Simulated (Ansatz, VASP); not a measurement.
# Two plane-wave programs on Cu

```
Cu
1.0
     2.47577    0.00000    0.00000
    -1.23788    2.14408    0.00000
     0.00000    0.00000    8.13335
Cu
4
Cartesian
  0.0000 0.0000 0.0000
  0.0000 0.0000 4.0667
  0.0000 1.4294 2.0333
  1.2379 0.7147 6.1000
```

Alike in both runs: functional PBEsol; dispersion D3(BJ); k mesh 11 × 11 × 3; no spin polarisation.

Ansatz relaxed the structure, and its values are those at the end. VASP's run is a single point on that final structure, the one shown.

|  | VASP | Ansatz |
| --- | --- | --- |
| version | VASP 6.6.1 | Ansatz 0.2.0 |
| potentials or method | VASP PAW PBE potentials, release 64 (Cu) | plane waves, PAW |
| plane-wave cutoff (eV) | 520 | 420 |
| occupations | methfessel-paxton of order 1, width 0.1 eV | methfessel-paxton of order 1 |
| valence electrons in the cell | 44 | 76 |

Ansatz gave:

* pressure (GPa): 0.0
* dispersion energy (meV/atom): -574.1

What did VASP give for the same quantities?

Pressure (GPa): 0.7; dispersion energy (meV/atom): -573.9.

The two sets of potentials don't hold the same shells in valence.

Caveats: the PAW data sets were made with another functional, which shifts forces and pressure a little (VASP); pairwise dispersion overbinds metals, which lowers pressure and volume.
